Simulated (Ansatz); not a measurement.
**BaTe under changes of volume**

One of the cells (38.722 Å³/atom); the others are scaled copies at fixed shape and fractional positions:

```xyz
2
Lattice="4.2625 0.0000 0.0000 0.0000 4.2625 0.0000 0.0000 0.0000 4.2625" Properties=species:S:1:pos:R:3 pbc="T T T"
Ba    0.0000    0.0000    0.0000
Te    2.1312    2.1312    2.1312
```

The cell comes from a database or a generator and needn't be the stable form of this composition.

```yaml
Program: Ansatz 0.2.0
Functional: PBE
Potentials_or_basis: Ansatz PAW
Cutoff: "420 eV (not typed: the program's choice for these potentials)"
k_mesh: 6 × 6 × 6
Occupations: fermi-dirac, width 0.05 eV
Spin: no spin polarisation
```

```csv
volume (Å³/atom),energy over the lowest point (meV/atom),pressure (GPa),gap on the mesh (eV)
36.398,9.40,1.7,0.75
37.173,2.89,1.0,0.79
37.947,0.00,0.2,0.84
38.722,?,?,?
39.496,3.64,-1.0,0.92
40.270,9.54,-1.5,0.96
41.045,17.79,-1.9,0.99
```

Task: What does the run at 38.722 Å³/atom give?

Result: Energy over the lowest point 0.35 meV/atom; pressure -0.4 GPa; gap on the mesh 0.88 eV.

Worked out: A Birch-Murnaghan fit of order 3 (a polynomial in V^(-2/3)) to the other rows has its minimum at 38.24 Å³/atom with B0 = V·E''(V) = 32 GPa and B' = 4.3. It gives 0.36 meV/atom at 38.722 Å³/atom, against the run's 0.35, and -dE/dV = -0.4 GPa, against -0.4. A straight line through the other rows of the gap, of slope 2.03 eV per unit of ln V, gives 0.88 eV, against the run's 0.88.

Energies are extrapolated to zero smearing.

Caveats: spin-orbit coupling is left out, which moves the levels of the heavy elements.

A mesh can miss the band edges.
